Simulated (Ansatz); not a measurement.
# SnO: zone-centre modes

Computed with Ansatz, DFT PBE+D3(BJ), scalar-relativistic, plane waves, PAW. The runs took a 420 eV cutoff, a Γ-centred 12×12×10 mesh and Gaussian smearing (0.15 eV). No spin polarisation.

Reference structure (as given, not relaxed at this level):

```
CELL_PARAMETERS angstrom
3.80200 0.00000 0.00000
0.00000 3.80200 0.00000
0.00000 0.00000 4.83600
ATOMIC_POSITIONS crystal
Sn 0.00000 0.50000 0.23850
Sn 0.50000 0.00000 0.76150
O 0.00000 0.00000 0.00000
O 0.50000 0.50000 0.00000
```

Harmonic modes by finite displacements of 0.02 Å, without the LO–TO term.

Question: At this geometry, is the structure stable against these modes?

Answer: Yes: no mode is imaginary beyond 10 cm⁻¹, and only the three translations lie near zero.

Question: List the wavenumbers in cm⁻¹.

Answer: 0, 0, 0, 115, 115, 210, 275, 275, 346, 373, 468, 468.

Cost: 1 run of about 1.9 core-minutes, on Intel Xeon 6975P-C (Granite Rapids) (shared hosts).